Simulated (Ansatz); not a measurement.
# Direct or indirect: HfS2 sheet (P-3m1)

```
CELL_PARAMETERS angstrom
3.65245 -0.00008 0.00000
1.82629 3.16308 0.00000
0.00000 0.00000 17.89000
ATOMIC_POSITIONS crystal
Hf 0.99966 0.99966 0.50000
S 0.33291 0.33291 0.58079
S 0.66625 0.66625 0.41921
```

Method: Ansatz, PBE, independent particles, without spin-orbit coupling, line width 0.1 eV (Gaussian). The band structure gives a fundamental gap of 1.31 eV. The spectrum of vertical transitions near the edge:

| E (eV) | absorbance (%), E ∥ xy |
| --- | --- |
| 0.84 | 0.00 |
| 0.96 | 0.00 |
| 1.08 | 0.00 |
| 1.20 | 0.00 |
| 1.32 | 0.00 |
| 1.44 | 0.00 |
| 1.56 | 0.00 |
| 1.68 | 0.00 |
| 1.80 | 0.00 |
| 1.92 | 0.08 |
| 2.04 | 1.27 |
| 2.16 | 4.01 |
| 2.28 | 7.11 |
| 2.40 | 14.04 |
| 2.52 | 19.73 |
| 2.64 | 18.84 |
| 2.76 | 13.09 |
| 2.88 | 10.19 |
| 3.00 | 8.19 |
| 3.12 | 6.62 |
| 3.24 | 5.44 |
| 3.36 | 4.54 |

Q: Is the gap direct or indirect, and about where do vertical transitions set in?

A: Indirect, by the band path, whose least direct gap is 2.07 eV. The curves fit this: they stay near zero above 1.31 eV and rise only from about 2.1 eV, though a forbidden direct transition would look alike. Lines are broadened by 0.1 eV, which spreads the edge, and phonons, which would give weak absorption from the fundamental gap up, are left out.

Note: cells built here by substitution need not match a known phase.

[Logs are printed without paths, hosts, clocks, repeated set-up lines and the standing remarks that a program may print on its own settings, such as how far it seeks lower states.]
